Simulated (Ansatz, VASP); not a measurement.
## Two plane-wave programs on HfN

```xyz
2
Lattice="0.0000 2.4216 2.4216 2.4216 0.0000 2.4216 2.4216 2.4216 0.0000" Properties=species:S:1:pos:R:3 pbc="T T T"
Hf    0.0000    0.0000    0.0000
N     1.2108    1.2108    1.2108
```

Change from the starting cell: volume scaled by 0.96.

Alike in both runs: task single point; functional PBE; k mesh 9 × 9 × 9; occupations fermi-dirac, width 0.05 eV; no spin polarisation.

|  | VASP | Ansatz |
| --- | --- | --- |
| version | VASP 6.6.1 | Ansatz 0.2.0 |
| potentials or method | VASP PAW PBE potentials, release 64 (Hf_pv, N) | Ansatz PAW |
| plane-wave cutoff (eV) | 520 | 420 |
| valence electrons in the cell | 15 | 31 |

Ansatz gave:

- gap on the k mesh at the Fermi level (eV): none
- pressure (GPa): 9.2

Task: Estimate VASP's values.

Result: gap on the k mesh at the Fermi level (eV): none; pressure (GPa): 8.2.

A gap of «none» marks a metal or a gap that the smearing closes. The two sets of potentials don't hold the same shells in valence.

Caveats: the pressure holds a Pulay correction of +0.4 GPa for the finite cutoff (Ansatz). The runs have no spin-orbit coupling, so splittings on Hf are missing.
